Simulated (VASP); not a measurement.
# Relaxed cell of InSe: a test of cutoff and mesh, part 2 of 2

Aim: test the relaxed volume of InSe against cutoff and mesh. The starting structure is a measured crystal structure from the Crystallography Open Database. The first relaxation on each setting starts from this cell expanded by 3 % in volume.

VASP 6.6.1.

Results so far: reference 29.31 Å³ an atom; a cutoff of 240 eV 28.72 Å³ an atom.

The database entry behind the starting cell differs from later determinations by our own check (c about 1.5 % long), so it need not match the best structure at ambient conditions.

## (4) Relaxation with a 4×4×4 mesh

Level of this step: PBEsol; plane waves and PAW (In_d, Se) (VASP).

Against step 2 the input has a 4×4×4 mesh.

The input, INCAR:

```
SYSTEM = InSe
PREC = Accurate
ENCUT = 450
EDIFF = 1E-06
NELM = 100
ISMEAR = 0
SIGMA = 0.03
LREAL = .FALSE.
ALGO = Normal
GGA = PS
NBANDS = 25
LORBIT = 11
LWAVE = .FALSE.
LCHARG = .FALSE.
KPAR = 4
IBRION = 2
NSW = 50
ISIF = 3
EDIFFG = -0.004
```

The input, POSCAR:

```
InSe
1.0
    2.0198032681      1.1661339606      8.5235697914
   -2.0198032681      1.1661339606      8.5235697914
    0.0000000000     -2.3322679211      8.5235697914
In Se
2 2
Direct
    0.8886000000      0.8886000000      0.8886000000
    0.0000000000      0.0000000000      0.0000000000
    0.1719000000      0.1719000000      0.1719000000
    0.3835000000      0.3835000000      0.3835000000
```

The input, KPOINTS:

```
Automatic mesh
0
Gamma
4 4 4
0 0 0
```

The projector-augmented-wave data sets are In_d and Se (PBE family, release 64).

Run with:

```
mpirun -np 4 vasp_std
```

Log:

```text
[... set-up lines as in an earlier step ...]
 entering main loop
       N       E                     dE             d eps       ncg     rms          rms(c)
DAV:   1     0.315978575592E+03    0.31598E+03   -0.15957E+04   650   0.148E+03
DAV:   2     0.192846307462E+02   -0.29669E+03   -0.29013E+03   658   0.374E+02
DAV:   3    -0.146293326577E+02   -0.33914E+02   -0.33626E+02   851   0.143E+02
DAV:   4    -0.159280096624E+02   -0.12987E+01   -0.12962E+01   756   0.311E+01
[...]
DAV:  12    -0.155035440126E+02    0.40286E-05   -0.16723E-05  1025   0.508E-02    0.131E-02
DAV:  13    -0.155035465180E+02   -0.25054E-05   -0.40460E-06   605   0.128E-02    0.689E-03
DAV:  14    -0.155035472870E+02   -0.76898E-06   -0.17405E-06   590   0.173E-02
   1 F= -.15503547E+02 E0= -.15503547E+02  d E =-.155035E+02
[... from here on, the cycles between the ionic steps are left out ...]
   2 F= -.15517838E+02 E0= -.15517838E+02  d E =-.142908E-01
   3 F= -.15517915E+02 E0= -.15517915E+02  d E =-.143679E-01
   4 F= -.15518940E+02 E0= -.15518940E+02  d E =-.102519E-02
   5 F= -.15519064E+02 E0= -.15519064E+02  d E =-.114908E-02
   6 F= -.15519137E+02 E0= -.15519137E+02  d E =-.729885E-04
   7 F= -.15519256E+02 E0= -.15519256E+02  d E =-.191701E-03
   8 F= -.15519263E+02 E0= -.15519263E+02  d E =-.198507E-03
   9 F= -.15519316E+02 E0= -.15519316E+02  d E =-.529722E-04
  10 F= -.15519379E+02 E0= -.15519379E+02  d E =-.115868E-03
  11 F= -.15519417E+02 E0= -.15519417E+02  d E =-.388299E-04
  12 F= -.15519514E+02 E0= -.15519514E+02  d E =-.135613E-03
  13 F= -.15519618E+02 E0= -.15519618E+02  d E =-.239192E-03
  14 F= -.15519725E+02 E0= -.15519725E+02  d E =-.106975E-03
  15 F= -.15519798E+02 E0= -.15519798E+02  d E =-.180281E-03
  16 F= -.15519827E+02 E0= -.15519827E+02  d E =-.289267E-04
  17 F= -.15519827E+02 E0= -.15519827E+02  d E =-.291318E-04
  18 F= -.15519848E+02 E0= -.15519848E+02  d E =-.209955E-04
 trial-energy change:   -0.000021  1 .order   -0.000025   -0.000044   -0.000006
 step:   1.0713(harm=  1.0713)  dis= 0.00103  next Energy=   -15.519852 (dE=-0.252E-04)
 reached required accuracy - stopping structural energy minimisation
```

Run time: 13 min. Hardware: 4 MPI ranks of Intel Xeon Platinum 8488C (Sapphire Rapids), shared host; peak memory 2.5 GiB; 52 min of CPU time.

OUTCAR, selected parts (step 4):

```text
  Total        0.0116725      0.0116725     -0.0077407      0.0000000     -0.0000000      0.0000000
  in kB        0.1598370      0.1598370     -0.1059974      0.0000000     -0.0000000      0.0000000
  external PRESSURE =       0.0712256 kB  Pullay stress =       0.0000000 kB

 POSITION                                       TOTAL-FORCE (eV/Angst)
 -----------------------------------------------------------------------------------
      0.00000      0.00000     22.11546        -0.000000     -0.000000     -0.001629
      0.00000      0.00000      0.00359         0.000000      0.000000      0.001308
      0.00000      0.00000      4.25873        -0.000000     -0.000000     -0.001998
      0.00000      0.00000      9.56409         0.000000      0.000000      0.002319
 -----------------------------------------------------------------------------------
    total drift:                                0.000000      0.000000      0.000819

  FREE ENERGIE OF THE ION-ELECTRON SYSTEM (eV)
  ---------------------------------------------------
  free  energy   TOTEN  =       -15.5198481946 eV

  energy  without entropy=      -15.5198480837  energy(sigma->0) =      -15.51984814

[... 1 part as in an earlier step ...]

[... 3 further parts left out ...]
[key lines of the parts left out:]
E-fermi :   4.1482
```

With a 4×4×4 mesh the cell ends at 29.251 Å³ an atom, -0.20 % from the reference, a by +0.5 % and c by -1.3 %.

## (5) Relaxation with a cutoff of 600 eV

Against step 2 the input has ENCUT = 600.

Edit INCAR of step 4 so:

```diff
@@ -2,3 +2,3 @@
 PREC = Accurate
-ENCUT = 450
+ENCUT = 600
 EDIFF = 1E-06
```

POSCAR is that of step 4.

The input, KPOINTS:

```
Automatic mesh
0
Gamma
6 6 6
0 0 0
```

Run with:

```
mpirun -np 4 vasp_std
```

Log:

```text
[... set-up lines as in an earlier step ...]
 entering main loop
       N       E                     dE             d eps       ncg     rms          rms(c)
DAV:   1     0.342658996540E+03    0.34266E+03   -0.18685E+04  1600   0.182E+03
DAV:   2     0.241847284425E+02   -0.31847E+03   -0.31165E+03  1626   0.421E+02
DAV:   3    -0.143427378044E+02   -0.38527E+02   -0.37848E+02  2080   0.154E+02
DAV:   4    -0.159758801212E+02   -0.16331E+01   -0.16294E+01  1867   0.332E+01
[...]
DAV:  12    -0.155730570323E+02    0.43165E-05   -0.16621E-05  2492   0.535E-02    0.127E-02
DAV:  13    -0.155730592554E+02   -0.22230E-05   -0.40641E-06  1446   0.132E-02    0.644E-03
DAV:  14    -0.155730597966E+02   -0.54121E-06   -0.15744E-06  1352   0.173E-02
   1 F= -.15573060E+02 E0= -.15573060E+02  d E =-.155731E+02
[... from here on, the cycles between the ionic steps are left out ...]
   2 F= -.15587959E+02 E0= -.15587959E+02  d E =-.148993E-01
   3 F= -.15588393E+02 E0= -.15588393E+02  d E =-.153333E-01
   4 F= -.15589721E+02 E0= -.15589721E+02  d E =-.132744E-02
   5 F= -.15589812E+02 E0= -.15589812E+02  d E =-.141845E-02
[...]
hard stop encountered!  aborting job ...
[...]
|     The electronic self-consistency was not achieved in the given           |
[...]
soft stop encountered!  aborting job ...
   6 F= -.15589931E+02 E0= -.15589931E+02  d E =-.512925E-11
 deleting file STOPCAR
```

Wall time 12 min (4 MPI ranks); peak memory 3.4 GiB.

The run was stopped at its time limit, after 6 ionic steps.

## (6) All runs side by side

```
               run            ended  volume (Å³/atom)  change (%)  pressure left (GPa)  core minutes
         reference        converged             29.31           -                  0.0          59.3
a cutoff of 240 eV        converged            28.717       -2.02                -0.01          62.1
      a 4×4×4 mesh        converged            29.251        -0.2                 0.01          51.9
a cutoff of 600 eV  cut off by time                 -           -                    -          49.7
```

Core minutes are wall time times ranks, summed over the relaxations behind a row (those for a bulk modulus apart), on shared hosts.

## (7) Results

```yaml
volume_of_the_reference: 29.31 Å³/atom
volume_against_the_reference_a_cutoff_of_240_ev: -2.02 %
volume_against_the_reference_a_4x4x4_mesh: -0.20 %
```

**Reading.** The volume moves most with a cutoff of 240 eV: -2.02 %, a by -0.4 % and c by -1.3 % against the reference (450 eV, 6×6×6 mesh). No finer setting gave a result, so this doesn't show that the reference is converged. The bonds form layers, and no dispersion term is on, so the spacing between them is unreliable throughout. A cell that shrinks at the lower cutoff is the usual mark of Pulay stress, the error that a plane-wave basis makes when it is kept while the volume changes. No result to use came from a cutoff of 600 eV. Further runs on this material are not shown.

[Lines on the potential files, build, host, timing and source positions are cut from VASP's logs without a mark.]

[Logs are printed without paths, hosts, clocks, repeated set-up lines and the standing remarks that a program may print on its own settings, such as how far it seeks lower states.]

[Hosts, paths, dates, database ids (printed as entryN), source tags and the programs' standing remarks are cut or masked in the printed files.]
